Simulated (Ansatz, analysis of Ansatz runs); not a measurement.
# Migration in TiO2 (I4_1/amd): V_Ti hop (3.8 Å), charge −4, part 2 of 3

How high is the barrier when Ti changes place in TiO2 (I4_1/amd)? The case: V_Ti hop (3.8 Å), charge −4, in a cell of 96 host atoms with 1 Ti taken out.

Ansatz 0.2.0; plane-wave PAW DFT, PBEsol; nudged elastic band between two relaxed defect structures at fixed charge in a uniform background.

So far: The starting structure; Relaxation of the start point, charge −4; Relaxation of the end point, charge −4.

## Step 4: Nudged elastic band, charge −4

5 movable images are laid between the ends on a pair-potential path, which keeps atoms from colliding in the first guess. Each image feels the true force across the path and a spring force along it. The highest image is set to climb to the top of the path.

This step: plane-wave PAW DFT, PBEsol; nudged elastic band between two relaxed defect structures at fixed charge in a uniform background.

The input, qm4.neb/input.yaml:

```yaml
crystal:
  lattice:
    - [7.53758642, 7.53758642, 0.0]
    - [-7.53758642, 7.53758642, 0.0]
    - [0.0, 0.0, 9.55830747]
  atoms:
    - { symbol: Ti, position: [-0.00022713, -0.00069706, -6.358e-05] }
    - { symbol: Ti, position: [-0.00014804, 0.25002157, 0.50021141] }
    - { symbol: Ti, position: [0.25368489, -0.00387301, 0.49516291] }
    - { symbol: Ti, position: [0.25050307, 0.25008212, -8.13e-05] }
    - { symbol: Ti, position: [0.1250868, 0.12465342, 0.25113489] }
    - { symbol: Ti, position: [0.12527098, 0.37535096, 0.74867004] }
    - { symbol: Ti, position: [0.37526465, 0.12327538, 0.7505757] }
    - { symbol: Ti, position: [0.37529, 0.37655581, 0.2496511] }
    - { symbol: O, position: [0.1238332, 0.12574872, 0.45663762] }
    - { symbol: O, position: [0.12512576, 0.3752454, 0.95868677] }
    - { symbol: O, position: [0.37568181, 0.12636214, 0.9568286] }
    - { symbol: O, position: [0.37460064, 0.37416886, 0.45747891] }
    - { symbol: O, position: [-0.00171962, 0.00070236, 0.20716671] }
    - { symbol: O, position: [-0.00015811, 0.25005293, 0.70883963] }
    - { symbol: O, position: [0.2513331, -0.00153016, 0.7082087] }
    - { symbol: O, position: [0.24920465, 0.25150654, 0.20714407] }
    - { symbol: O, position: [0.12511544, 0.12467542, 0.04141802] }
    - { symbol: O, position: [0.12401911, 0.37412398, 0.54387994] }
    - { symbol: O, position: [0.37462963, 0.12567708, 0.54276384] }
    - { symbol: O, position: [0.37573503, 0.37353967, 0.04330863] }
    - { symbol: O, position: [0.00142221, 0.00073271, 0.79277837] }
    - { symbol: O, position: [3.688e-05, 0.25014767, 0.29188122] }
    - { symbol: O, position: [0.246738, 0.00326974, 0.28873816] }
    - { symbol: O, position: [0.24918123, 0.24841304, 0.79280729] }
    - { symbol: Ti, position: [-8.339e-05, 0.50075111, -9.483e-05] }
    - { symbol: Ti, position: [-0.00018171, 0.74999267, 0.50003825] }
    - { symbol: Ti, position: [0.25383947, 0.50393121, 0.50488591] }
    - { symbol: Ti, position: [0.2544397, 0.74998062, -3.743e-05] }
    - { symbol: Ti, position: [0.12646405, 0.62530932, 0.249683] }
    - { symbol: Ti, position: [0.126453, 0.87460353, 0.75059698] }
    - { symbol: Ti, position: [0.38045101, 0.63065104, 0.73842363] }
    - { symbol: Ti, position: [0.38051514, 0.86914709, 0.26183336] }
    - { symbol: O, position: [0.12401226, 0.62468955, 0.45753226] }
    - { symbol: O, position: [0.1233239, 0.87408546, 0.9568273] }
    - { symbol: O, position: [0.37160036, 0.62171764, 0.96480004] }
    - { symbol: O, position: [0.37061315, 0.87896063, 0.4518838] }
    - { symbol: O, position: [0.00135785, 0.49934738, 0.20713126] }
    - { symbol: O, position: [-0.00028358, 0.75007766, 0.70709255] }
    - { symbol: O, position: [0.24701389, 0.49684356, 0.71171215] }
    - { symbol: O, position: [0.24734781, 0.7521606, 0.20745945] }
    - { symbol: O, position: [0.12342284, 0.62584925, 0.04336044] }
    - { symbol: O, position: [0.12406081, 0.87516478, 0.54279732] }
    - { symbol: O, position: [0.3706964, 0.62098059, 0.54821061] }
    - { symbol: O, position: [0.37158341, 0.87816705, 0.03558743] }
    - { symbol: O, position: [-0.00150196, 0.49946705, 0.79276406] }
    - { symbol: O, position: [-0.00010181, 0.75007207, 0.29306524] }
    - { symbol: O, position: [0.2512707, 0.50139201, 0.29201972] }
    - { symbol: O, position: [0.24729375, 0.74768377, 0.79273899] }
    - { symbol: Ti, position: [0.49974806, -0.0045586, 4.86e-05] }
    - { symbol: Ti, position: [0.49989577, 0.24994642, 0.50004885] }
    - { symbol: Ti, position: [0.74580934, -0.00408087, 0.50508486] }
    - { symbol: Ti, position: [0.74924551, 0.24986345, -5.564e-05] }
    - { symbol: Ti, position: [0.62443828, 0.1232059, 0.24958698] }
    - { symbol: Ti, position: [0.62447816, 0.37659658, 0.75060827] }
    - { symbol: Ti, position: [0.87431051, 0.12446748, 0.74851244] }
    - { symbol: Ti, position: [0.87444111, 0.37527429, 0.25109299] }
    - { symbol: O, position: [0.6250277, 0.12561309, 0.45752265] }
    - { symbol: O, position: [0.62396503, 0.37343566, 0.95681925] }
    - { symbol: O, position: [0.87444945, 0.12456643, 0.95866101] }
    - { symbol: O, position: [0.87564772, 0.37396037, 0.45661199] }
    - { symbol: O, position: [0.49759301, 0.00243799, 0.20746383] }
    - { symbol: O, position: [0.49979006, 0.25001641, 0.70710367] }
    - { symbol: O, position: [0.75286838, 0.00286548, 0.71171952] }
    - { symbol: O, position: [0.75060264, 0.2483895, 0.20716596] }
    - { symbol: O, position: [0.62397466, 0.12630068, 0.04336911] }
    - { symbol: O, position: [0.62501701, 0.37418935, 0.5428] }
    - { symbol: O, position: [0.87567476, 0.12583363, 0.54385315] }
    - { symbol: O, position: [0.87455733, 0.3752495, 0.04136045] }
    - { symbol: O, position: [0.50208255, 0.00242471, 0.79274291] }
    - { symbol: O, position: [0.49995172, 0.25001631, 0.29306021] }
    - { symbol: O, position: [0.74840626, -0.00145084, 0.29203717] }
    - { symbol: O, position: [0.7505168, 0.25143419, 0.7927602] }
    - { symbol: Ti, position: [0.49988355, 0.50452251, -8.514e-05] }
    - { symbol: Ti, position: [0.74599129, 0.50383, 0.49514263] }
    - { symbol: Ti, position: [0.74518445, 0.74999821, 1.68e-06] }
    - { symbol: Ti, position: [0.61890709, 0.63081351, 0.26178152] }
    - { symbol: Ti, position: [0.61887187, 0.86899569, 0.73845323] }
    - { symbol: Ti, position: [0.87318154, 0.62533484, 0.75058776] }
    - { symbol: Ti, position: [0.87313207, 0.87451777, 0.24959783] }
    - { symbol: O, position: [0.62883232, 0.62070946, 0.45188302] }
    - { symbol: O, position: [0.62794591, 0.87808267, 0.96475695] }
    - { symbol: O, position: [0.87624334, 0.62579362, 0.95680088] }
    - { symbol: O, position: [0.87551493, 0.87520251, 0.45747731] }
    - { symbol: O, position: [0.50200434, 0.49748952, 0.20742975] }
    - { symbol: O, position: [0.49961528, 0.75000266, 0.74600615] }
    - { symbol: O, position: [0.74846497, 0.50135138, 0.70819854] }
    - { symbol: O, position: [0.7523106, 0.74776309, 0.20746859] }
    - { symbol: O, position: [0.62805778, 0.62169559, 0.03573438] }
    - { symbol: O, position: [0.62884282, 0.87893655, 0.54825312] }
    - { symbol: O, position: [0.87550122, 0.62481205, 0.54274656] }
    - { symbol: O, position: [0.87618852, 0.87408743, 0.04333633] }
    - { symbol: O, position: [0.49776317, 0.4976277, 0.79273597] }
    - { symbol: O, position: [0.49986536, 0.75004999, 0.25405159] }
    - { symbol: O, position: [0.75313682, 0.49682309, 0.28873261] }
    - { symbol: O, position: [0.75214611, 0.75205846, 0.79275446] }
total_charge: -4
basis:
  ecutwfc: 420
  xc_grid: 2
hamiltonian:
  xc: pbesol
kpoints:
  mp_grid: { grid: [1, 1, 1], shift: [0.25, 0.25, 0.25] }
scf:
  occupations: { method: fixed }
  max_iter: 120
output:
  forces: true
neb:
  images: 5
  f_tol: 0.04
  climbing: true
  initial_path: idpp
  max_iterations: 45
  order_check: false
  final_atoms:
    - { symbol: Ti, position: [-0.00083137, -3.468e-05, -3.949e-05] }
    - { symbol: Ti, position: [-0.00410635, 0.25392098, 0.49517487] }
[... 40 atom lines left out ...]
    - { symbol: O, position: [0.37402488, 0.62522109, 0.54274042] }
[... 22 atom lines left out ...]
    - { symbol: O, position: [0.62076981, 0.37111479, 0.548303] }
[... 7 atom lines left out ...]
    - { symbol: Ti, position: [0.5037755, 0.74603879, 0.49511791] }
[... 1 atom line left out ...]
    - { symbol: Ti, position: [0.63074583, 0.61900523, 0.26170982] }
[... 3 atom lines left out ...]
    - { symbol: O, position: [0.6207292, 0.62902856, 0.451788] }
[... 4 atom lines left out ...]
    - { symbol: O, position: [0.50127346, 0.74852338, 0.70815215] }
    - { symbol: O, position: [0.7496776, 0.50005964, 0.74589073] }
    - { symbol: O, position: [0.74751537, 0.75254128, 0.20744497] }
[... 1 atom line left out ...]
    - { symbol: O, position: [0.62448368, 0.87578608, 0.54274889] }
    - { symbol: O, position: [0.87872142, 0.62890366, 0.54834115] }
[... 2 atom lines left out ...]
    - { symbol: O, position: [0.49664372, 0.75333631, 0.28873473] }
    - { symbol: O, position: [0.74992646, 0.50000312, 0.25386261] }
    - { symbol: O, position: [0.75188999, 0.75245651, 0.79272843] }
```

The run is started by

```
$ ansatz run input.yaml --threads 32 --pin off --max-ram 84787MiB --backend cuda --events-out ev --progress --plain --runs-dir out --max-vram 78GiB
```

Numbers of over 12 decimals in the logs are rounded to 6 here.

The program printed:

```text
Warning: neb: disabling space-group detection — the band's intermediate images generally break the endpoint symmetry, so the full k-mesh is solved, and no spatial operation symmetrises the density, ex [...]
[...]
Crystal: 95 atoms, lattice volume = 1086.114 Å³
Basis set: ecut = 420 eV, 21163 PW (Γ), exchange–correlation on 144×144×128 points (8 copies of the dense FFT grid, shifted against one another)
Bands: 475, of which v1, the nominal top of the filled ones, is band 380 counted from 1 (379 counted from 0)
[...]
k-points: 1
[...]
SCF iter   1: F=—  HF=-112679.414975 eV  |F-HF|=—  |Δ(HF+E_count)|=         —  Δρ=2.03e-2  dr2=3.22e0  ethr=1.77e-3  ⟨swp⟩=3.0  Hψ=1448  notcnv=0  defer=89
[...]
SCF iter   2: F=—  HF=-112678.359036 eV  |F-HF|=—  |Δ(HF+E_count)|=    1.06e0  Δρ=6.73e-3  dr2=5.45e-1  ethr=4.24e-4  ⟨swp⟩=2.0  Hψ=702  notcnv=0  defer=92
[...]
SCF iter  13: F=-112678.230897 eV  HF=-112678.230897 eV  |F-HF|=1.05e-8  |Δ(HF+E_count)|=   3.68e-8  Δρ=9.84e-7  dr2=1.57e-8  ethr=1.32e-11  ⟨swp⟩=3.0  Hψ=1211  notcnv=0
SCF 1 converged in 13 iterations: F = -112678.230897 eV  dr2 = 1.57e-8
[...]
SCF 15 converged in 13 iterations: F = -112674.695247 eV  dr2 = 3.42e-8
[...]
SCF 99 converged in 9 iterations: F = -112675.509061 eV  dr2 = 9.30e-8
[...]
SCF 141 converged in 11 iterations: F = -112676.187420 eV  dr2 = 3.14e-8
[...]
SCF 155 converged in 8 iterations: F = -112676.584466 eV  dr2 = 4.78e-8
[...]
SCF 162 converged in 10 iterations: F = -112676.783261 eV  dr2 = 3.61e-8
[...]
```

Wall time 76 s (1 × NVIDIA GB200 with 32 threads of Arm Neoverse V2, shared host); peak memory 2.1 GiB.

The column dr2 measures how far the density is from self-consistency, as an energy; F and HF (Harris–Foulkes) agree once it is small.

The path, image by image:

```
image  path (Å)  energy (eV)      Ti74: x, y, z (Å)
    0     0.000       0.0000    1.825, 9.421, 4.733
    1     1.086       0.7000    1.438, 9.421, 4.882
    2     2.172       2.6130    0.796, 9.419, 5.444
    3     3.751       1.6250   0.043, 10.081, 5.681
    4     5.331       2.0210  -0.103, 10.137, 5.639
    5     6.912       1.4590   -1.249, 9.598, 4.949
    6     8.492       0.0000   -1.826, 9.421, 4.732
```

Read from the output:

- free energy: -112675.6180 eV
- barrier forward: 2.613 eV
- barrier backward: 2.613 eV
- end less start: 1.39e-4 eV
- hop length: 3.651 Å

Track of the atom that was set to move:

```
image   x (Å)  y (Å)  z (Å)  nearest neighbour  distance (Å)
    0   1.825  9.421  4.733                  O         1.812
    1   1.438  9.421  4.882                  O          1.75
    2   0.796  9.419  5.444                  O         1.734
    3   0.044  10.08  5.681                  O         1.714
    4  -0.103  10.14  5.639                  O         1.714
    5  -1.249  9.598  4.949                  O         1.707
    6  -1.826  9.421  4.732                  O         1.812
```

The band met its tolerance of 0.04 eV/Å after 33 iterations, with image 2 on top (the start counts as 0). Ti74, which moves farthest between the ends, has 6 O at 1.81 to 2.04 Å nearest at the start and 4 O at 1.73 to 1.97 Å at the top. The path has 2 maxima, and only the highest was climbed. In at least one step between neighbouring images a covalent bond changes partner or an atom goes far. The images sample such a step coarsely, so the top may lie higher.

## Step 5: Single point at the start point, PBEsol, denser k-mesh

Three single points on a mesh of more k-points (start, top, end) test the sampling. The start is shown; top and end are run alike.

This step: plane-wave PAW DFT, PBEsol; single point of a defect supercell on a structure of the PBEsol path.

The input, qm4.start.mesh/input.yaml:

```yaml
crystal:
  lattice:
    - [7.53758642, 7.53758642, 0.0]
    - [-7.53758642, 7.53758642, 0.0]
    - [0.0, 0.0, 9.55830747]
  atoms:
    - { symbol: Ti, position: [-0.00022713, -0.00069706, -6.358e-05] }
    - { symbol: Ti, position: [-0.00014804, 0.25002157, 0.50021141] }
[... 40 atom lines left out ...]
    - { symbol: O, position: [0.3706964, 0.62098059, 0.54821061] }
[... 22 atom lines left out ...]
    - { symbol: O, position: [0.62501701, 0.37418935, 0.5428] }
[... 7 atom lines left out ...]
    - { symbol: Ti, position: [0.74599129, 0.50383, 0.49514263] }
[... 1 atom line left out ...]
    - { symbol: Ti, position: [0.61890709, 0.63081351, 0.26178152] }
[... 3 atom lines left out ...]
    - { symbol: O, position: [0.62883232, 0.62070946, 0.45188302] }
[... 4 atom lines left out ...]
    - { symbol: O, position: [0.49961528, 0.75000266, 0.74600615] }
    - { symbol: O, position: [0.74846497, 0.50135138, 0.70819854] }
    - { symbol: O, position: [0.7523106, 0.74776309, 0.20746859] }
[... 1 atom line left out ...]
    - { symbol: O, position: [0.62884282, 0.87893655, 0.54825312] }
    - { symbol: O, position: [0.87550122, 0.62481205, 0.54274656] }
[... 2 atom lines left out ...]
    - { symbol: O, position: [0.49986536, 0.75004999, 0.25405159] }
    - { symbol: O, position: [0.75313682, 0.49682309, 0.28873261] }
    - { symbol: O, position: [0.75214611, 0.75205846, 0.79275446] }
total_charge: -4
basis:
  ecutwfc: 420
  xc_grid: 2
hamiltonian:
  xc: pbesol
kpoints:
  mp_grid: { grid: [2, 2, 2], shift: [0.5, 0.5, 0.5] }
scf:
  occupations: { method: fixed }
  max_iter: 120
output:
  forces: true
  eigenvalues: true
checkpoint:
  write: "../qm4.start.mesh.run"
  compress: false
  write_wavefunctions: false
  write_every: 100000
```

The program printed:

```text
[...]
Crystal: 95 atoms, lattice volume = 1086.114 Å³
Basis set: ecut = 420 eV, 21163 PW (Γ), exchange–correlation on 144×144×128 points (8 copies of the dense FFT grid, shifted against one another)
Bands: 475, of which v1, the nominal top of the filled ones, is band 380 counted from 1 (379 counted from 0)
[...]
k-points: 4 of 8 (time reversal used)
[...]
SCF iter   1: F=—  HF=-112679.411831 eV  |F-HF|=—  |Δ(HF+E_count)|=         —  Δρ=2.04e-2  dr2=3.24e0  ethr=1.77e-3  ⟨swp⟩=3.0  Hψ=6136  notcnv=0  defer=348
[...]
SCF iter   2: F=—  HF=-112678.360211 eV  |F-HF|=—  |Δ(HF+E_count)|=    1.05e0  Δρ=6.73e-3  dr2=5.51e-1  ethr=4.26e-4  ⟨swp⟩=2.0  Hψ=2968  notcnv=0  defer=368
[...]
automatic band count: iteration 3 solves 440 bands in place of 475: the levels show a gap, and the empty bands left out lie too high to hold charge; the band table lists the bands solved (type scf.n_e [...]
[...]
SCF iter  12: F=—  HF=-112678.230108 eV  |F-HF|=—  |Δ(HF+E_count)|=   4.77e-8  Δρ=3.03e-6  dr2=1.06e-7  ethr=1.32e-11  ⟨swp⟩=11.0  Hψ=7798  notcnv=0
SCF iter  13: F=-112678.230108 eV  HF=-112678.230108 eV  |F-HF|=1.02e-8  |Δ(HF+E_count)|=   3.08e-8  Δρ=9.77e-7  dr2=1.53e-8  ethr=1.32e-11  ⟨swp⟩=3.0  Hψ=4320  notcnv=0
SCF 1 converged in 13 iterations: F = -112678.230108 eV  dr2 = 1.53e-8
[...]
SCF converged after 13 iterations
[...]
```

It took 2.9 s on 1 × NVIDIA GB200 with 32 threads; peak memory 1.3 GiB; 7 s of CPU time.

This step gave:

- free energy: -112678.2301 eV

## Step 6: Barrier from single points, PBEsol, denser k-mesh

Analysis of the runs above: barrier from PBEsol single points on the PBEsol path.

It gives:

```
barrier forward  : 2.599 eV
barrier backward : 2.599 eV
end less start   : 1.60e-4 eV
```

This gives 2.599 eV against the band's 2.613 eV (backward 2.599 against 2.613 eV). This mesh holds only the band's own point and its sign variants, so it tests the average over those and no finer sampling.

## Step 7: Single point at the start point, r2SCAN

Three single points with a meta-GGA, at its higher cutoff of 500 eV, show what it does to the barrier on the path found. The start is shown; top and end are run alike.

This step: plane-wave PAW DFT, r2SCAN; single point of a defect supercell on a structure of the PBEsol path.

qm4.start.r2scan/input.yaml, as its differences from qm4.start.mesh/input.yaml of step 5:

```diff
@@ -31,8 +31,8 @@
 basis:
-  ecutwfc: 420
+  ecutwfc: 500
   xc_grid: 2
 hamiltonian:
-  xc: pbesol
+  xc: r2scan
 kpoints:
-  mp_grid: { grid: [2, 2, 2], shift: [0.5, 0.5, 0.5] }
+  mp_grid: { grid: [1, 1, 1], shift: [0.25, 0.25, 0.25] }
 scf:
@@ -44,3 +44,3 @@
 checkpoint:
-  write: "../qm4.start.mesh.run"
+  write: "../qm4.start.r2scan.run"
   compress: false
```

The program printed:

```text
[...]
Crystal: 95 atoms, lattice volume = 1086.114 Å³
Basis set: ecut = 500 eV, 27579 PW (Γ), exchange–correlation on 160×160×144 points (8 copies of the dense FFT grid, shifted against one another)
Bands: 475, of which v1, the nominal top of the filled ones, is band 380 counted from 1 (379 counted from 0)
[...]
k-points: 1
[...]
SCF iter   1: F=—  HF=-114135.085193 eV  |F-HF|=—  |Δ(HF+E_count)|=         —  Δρ=3.34e-2  dr2=1.51e1  dr2_τ=6.77e0  ethr=1.77e-3  ⟨swp⟩=3.0  Hψ=1534  notcnv=0  defer=90
[...]
SCF iter   2: F=—  HF=-114134.227607 eV  |F-HF|=—  |Δ(HF+E_count)|=   8.58e-1  Δρ=1.56e-2  dr2=1.49e0  dr2_τ=6.50e-1  ethr=1.77e-3  ⟨swp⟩=3.0  Hψ=935  notcnv=0  defer=87
[...]
SCF iter   9: F=—  HF=-114133.998579 eV  |F-HF|=—  |Δ(HF+E_count)|=   4.58e-3  Δρ=1.45e-5  dr2=2.07e-6  dr2_τ=2.29e-7  ethr=4.82e-9  ⟨swp⟩=2.0  Hψ=666  notcnv=0  defer=54
SCF iter  10: F=—  HF=-114133.998580 eV  |F-HF|=—  |Δ(HF+E_count)|=   9.46e-7  Δρ=9.56e-6  dr2=9.24e-7  dr2_τ=1.20e-7  ethr=2.72e-10  ⟨swp⟩=2.0  Hψ=644  notcnv=0  defer=54
[...]
SCF 1 converged in 11 iterations: F = -114133.998580 eV  dr2 = 7.08e-8
[...]
SCF converged after 11 iterations
[...]
--- Band table (eV) ---
[...]
```

Elapsed: 1.6 s, on 1 × NVIDIA GB200 with 32 threads; peak memory 1.4 GiB; 4.1 s of CPU time.

Read from the output:

```
free energy : -114133.9986 eV
```

## Step 8: Barrier from single points, r2SCAN

Analysis of the runs above: barrier from r2SCAN single points on the PBEsol path.

It gives:

| Property | Result |
| --- | --- |
| barrier forward | 2.746 eV |
| barrier backward | 2.746 eV |
| end less start | 5.09e-5 eV |

This gives 2.746 eV against the band's 2.613 eV.

(Part 2 of 3 ends here.)

[Logs are printed without paths, hosts, clocks, repeated set-up lines and the standing remarks that a program may print on its own settings, such as how far it seeks lower states.]

[Hosts, paths, dates, database ids (printed as entryN), source tags and the programs' standing remarks are cut or masked in the printed files.]
